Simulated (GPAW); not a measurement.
Runs of GPAW 26.7.0 on Sb. It takes space group Fm-3m (No. 225, cubic). The conventional cell has a = 4.742 Å, b = 4.742 Å, c = 4.742 Å, α = 90.00°, β = 90.00°, γ = 90.00°. Sb (site symmetry m-3m) is surrounded by 12 Sb at 3.35 Å. This isn't the form of Sb at room conditions, which is rhombohedral.

```csv
task,level,potentials or basis,cell,k mesh,cutoff (eV),maxiter,optimizer,fmax,max steps,convergence,gap on the mesh (eV),pressure (GPa),relaxed volume (Å³/atom)
relaxation of cell and atoms,PBEsol,"PAW data sets generated in the run's folder for this functional, pw",relaxed,10 × 10 × 10,600,150,BFGS,0.02 eV/Å,60,density=1e-05 forces=0.0001,none,0.0,25.99
single point,r2SCAN,"GPAW PAW data sets (gpaw-data 1.2.1), pw",as given,8 × 8 × 8,450,120,-,-,-,default,none,0.0,-
relaxation of cell and atoms,PBEsol+D3,"PAW data sets generated in the run's folder for this functional, pw",relaxed,10 × 10 × 10,600,150,BFGS,0.02 eV/Å,60,density=1e-05 forces=0.0001,none,0.1,25.33
phonons,PBE,"GPAW PAW data sets (gpaw-data 1.2.1), pw",as given,7 × 7 × 7,510,150,-,-,-,density=1e-06 eigenstates=1e-09,none,(a),-
relaxation of cell and atoms,PBEsol+D3(BJ)+ATM,"PAW data sets generated in the run's folder for this functional, pw",relaxed,10 × 10 × 10,600,150,BFGS,0.02 eV/Å,60,density=1e-05 forces=0.0001,none,0.0,(b)
relaxation of cell and atoms,PBEsol+D4,"PAW data sets generated in the run's folder for this functional, pw",relaxed,10 × 10 × 10,600,150,BFGS,0.02 eV/Å,60,density=1e-05 forces=0.0001,none,0.0,25.19
relaxation of cell and atoms,PBEsol+D3(BJ),"PAW data sets generated in the run's folder for this functional, pw",relaxed,10 × 10 × 10,600,150,BFGS,0.02 eV/Å,60,density=1e-05 forces=0.0001,none,0.0,24.69
```

Alike in all rows: no spin polarisation; smearing fermi-dirac 0.05 eV.

Problem. Estimate the missing entries.

Solution. (a) 0.5; (b) 24.82.

Caveats: later steps reuse the first step's grids (some runs); pairwise dispersion overbinds metals, which lowers pressure and volume (some runs); the cutoff is short for stress and forces, so pressures can be off by a GPa or more (some runs); the PAW data sets were made with another functional, which shifts forces and pressure a little (some runs); some modes are imaginary (some runs); phonon bands are interpolated from a small supercell (some runs).

A k mesh can miss the band edges, and the runs leave out spin-orbit coupling on Sb.

A gap of «none» marks a metal or a gap under the smearing width.
